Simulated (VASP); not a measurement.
A run of VASP 6.6.1 is set up as follows.

INCAR

```
PREC = Accurate
ENCUT = 520
EDIFF = 1E-7
ISMEAR = 0
SIGMA = 0.05
LREAL = F
LASPH = T
NELM = 100
ALGO = Normal
ISIF = 2
LWAVE = F
LCHARG = F
MAGMOM = 0 0 0 0 0 0 0 0 0
LORBIT = 11
LSORBIT = T
GGA_COMPAT = F
LMAXMIX = 4
LDAU = T
LDAUTYPE = 2
LDAUL = 2 -1
LDAUU = 6.2 0
LDAUJ = 0 0
LDAUPRINT = 1
METAGGA = R2SCAN
LMIXTAU = T
LUSE_VDW = T
IVDW_NL = 2
BPARAM = 11.95
CPARAM = 0.0093
ICORELEVEL = 1
```

KPOINTS

```
regular mesh
0
Gamma
  6 6 4
```

POSCAR

```
Ta2C
1.0
    3.1059000000      0.0000000000      0.0000000000
   -1.5529500000      2.6897883016      0.0000000000
    0.0000000000      0.0000000000      4.9464000000
Ta C
2 1
Direct
    0.6666666667      0.3333333333      0.7479900000
    0.3333333333      0.6666666667      0.2520100000
    0.0000000000      0.0000000000      0.0000000000
```

Potentials or basis: VASP PAW PBE potentials, release 64 (Ta_pv, C).

The run is started by

```bash
$ cat potpaw_PBE.64/Ta_pv/POTCAR potpaw_PBE.64/C/POTCAR > POTCAR
$ mpirun -np 1 vasp_ncl > vasp.out
```

(1) Predict the pressure.

(2) Predict the largest force.

Answers

(1) 19.5 GPa.

(2) 1.298 eV/Å.

Caveat: the k mesh is coarse (spacing up to 0.39 Å⁻¹), so the values aren't converged; the PAW data sets were made with another functional, which shifts forces and pressure a little; the U is typed as a test and isn't derived for this compound.
